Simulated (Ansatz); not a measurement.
# Ga16O25: the cost of one run

Program: Ansatz 0.2.0. Level of theory: DFT PBE, scalar-relativistic, plane waves, PAW. These are calculated values, not measurements.

3 further runs of the same task are left out: 3 set aside as unsound or not needed.

### 1 Starting point

The cell holds 41 atoms (Ga16O25): a = 7.639 Å, b = 7.757 Å, c = 8.519 Å, α = 72.52°, β = 75.43°, γ = 67.19°.

The coordinates of this cell stand in the input of its own run.

The host was relaxed before at PBE: a = 12.454 Å, b = 3.083 Å, c = 5.878 Å, α = 90.00°, β = 103.70°, γ = 90.00° (conventional cell), 10.964 Å³/atom.

Places, in fractions of the supercell: O as an interstitial at (0.717, 0.640, 0.199). Its neighbours start displaced at random by about 0.05 Å.

Earlier runs gave the host's free energy in this supercell, -74160.490 eV, its gap, 2.01 eV, and ε0 = 12.31.

### 2 Charge 0, atoms relaxed

Contents of input.yaml:

```yaml
crystal:
  lattice:
    - [-4.8290928649, -1.5416333701, -5.7151521778]
    - [-6.2270640138, 4.6249001104, -0.0062293264]
    - [1.397971149, 6.1665334805, -5.7089228514]
  atoms:
    - { symbol: Ga, position: [0.6509655799, 0.6660407054, 0.6632108659] }
    - { symbol: Ga, position: [0.9009655799, 0.4160407054, 0.4132108659] }
    - { symbol: Ga, position: [0.1509655799, 0.1660407054, 0.1632108659] }
    - { symbol: Ga, position: [0.4009655799, 0.9160407054, 0.9132108659] }
    - { symbol: Ga, position: [0.5990344201, 0.0839592946, 0.0867891341] }
    - { symbol: Ga, position: [0.8490344201, 0.8339592946, 0.8367891341] }
    - { symbol: Ga, position: [0.0990344201, 0.5839592946, 0.5867891341] }
    - { symbol: Ga, position: [0.3490344201, 0.3339592946, 0.3367891341] }
    - { symbol: Ga, position: [0.462170979, 0.7061699254, 0.3370069658] }
    - { symbol: Ga, position: [0.7110205569, 0.4862253499, 0.0818746722] }
    - { symbol: Ga, position: [0.9648084014, 0.2150436809, 0.8299193397] }
    - { symbol: Ga, position: [0.2148084014, 0.9650436809, 0.5799193397] }
    - { symbol: Ga, position: [0.7851915986, 0.0349563191, 0.4200806603] }
    - { symbol: Ga, position: [0.0351915986, 0.7849563191, 0.1700806603] }
    - { symbol: Ga, position: [0.2851915986, 0.5349563191, 0.9200806603] }
    - { symbol: Ga, position: [0.5351915986, 0.2849563191, 0.6700806603] }
    - { symbol: O, position: [0.5003632193, 0.4916869295, 0.7563256077] }
    - { symbol: O, position: [0.7503632193, 0.2416869295, 0.5063256077] }
    - { symbol: O, position: [0.0003632193, 0.9916869295, 0.2563256077] }
    - { symbol: O, position: [0.2503632193, 0.7416869295, 0.0063256077] }
    - { symbol: O, position: [0.7496367807, 0.2583130705, 0.9936743923] }
    - { symbol: O, position: [0.9996367807, 0.0083130705, 0.7436743923] }
    - { symbol: O, position: [0.2496367807, 0.7583130705, 0.4936743923] }
    - { symbol: O, position: [0.4999676137, 0.5069830681, 0.2490374853] }
    - { symbol: O, position: [0.412440262, 0.9349517816, 0.1518962293] }
    - { symbol: O, position: [0.662440262, 0.6849517816, 0.9018962293] }
    - { symbol: O, position: [0.912440262, 0.4349517816, 0.6518962293] }
    - { symbol: O, position: [0.162440262, 0.1849517816, 0.4018962293] }
    - { symbol: O, position: [0.837559738, 0.8150482184, 0.5981037707] }
    - { symbol: O, position: [0.087559738, 0.5650482184, 0.3481037707] }
    - { symbol: O, position: [0.337559738, 0.3150482184, 0.0981037707] }
    - { symbol: O, position: [0.587559738, 0.0650482184, 0.8481037707] }
    - { symbol: O, position: [0.0727681928, 0.6002147927, 0.8180309537] }
    - { symbol: O, position: [0.3227681928, 0.3502147927, 0.5680309537] }
    - { symbol: O, position: [0.5727681928, 0.1002147927, 0.3180309537] }
    - { symbol: O, position: [0.8157214064, 0.8465178889, 0.0765274681] }
    - { symbol: O, position: [0.1772318072, 0.1497852073, 0.9319690463] }
    - { symbol: O, position: [0.4272318072, 0.8997852073, 0.6819690463] }
    - { symbol: O, position: [0.6695213516, 0.6386124489, 0.4368023339] }
    - { symbol: O, position: [0.9196343734, 0.4047892406, 0.1834286803] }
    - { symbol: O, position: [0.7283085578, 0.6342405196, 0.1883647246] }
  host:
    lattice:
      - [6.2270640138, -1.5416333701, 0.0062293264]
      - [6.2270640138, 1.5416333701, 0.0062293264]
      - [-1.397971149, 0.0, 5.7089228514]
    atoms:
      - { symbol: Ga, position: [0.3414968574, 0.3414968574, 0.6858235542] }
      - { symbol: Ga, position: [0.6585031426, 0.6585031426, 0.3141764458] }
      - { symbol: Ga, position: [0.9100739588, 0.9100739588, 0.2052722589] }
      - { symbol: Ga, position: [0.0899260412, 0.0899260412, 0.7947277411] }
      - { symbol: O, position: [0.5039749256, 0.5039749256, 0.743311173] }
      - { symbol: O, position: [0.4960250744, 0.4960250744, 0.256688827] }
      - { symbol: O, position: [0.8263039782, 0.8263039782, 0.4356635088] }
      - { symbol: O, position: [0.1736960218, 0.1736960218, 0.5643364912] }
      - { symbol: O, position: [0.1635085073, 0.1635085073, 0.1092008536] }
      - { symbol: O, position: [0.8364914927, 0.8364914927, 0.8907991464] }
basis:
  ecutwfc: 420
  xc_grid: 2
kpoints:
  mp_grid: { grid: [2, 2, 2], shift: [0.5, 0.5, 0.5] }
hamiltonian:
  xc: pbe
scf:
  occupations: { method: gaussian, width: 0.02 }
output:
  forces: true
  stress: false
  eigenvalues: true
  charged_corrections:
    defect_position: [0.7172619, 0.63988095, 0.19940476]
    epsilon:
      - [11.4967, 0.0, -0.5625]
      - [0.0, 11.6406, 0.0]
      - [-0.5625, 0.0, 13.7955]
  write_density: true
  write_potential: true
  elf: true
  volumetric_format: npy
relax:
  adjacent_minimum: "off"
  f_tol: 0.03
  max_steps: 40
```

Run with:

```console
$ ansatz run input.yaml --threads 8 --pin off --max-ram 16384MiB --backend cpu --events-out ev --progress --plain --runs-dir out
```

What time and memory should one allow on 8 threads of Arm Neoverse V1, shared host?

About 3.9 min, with a peak of 2.1 GiB.
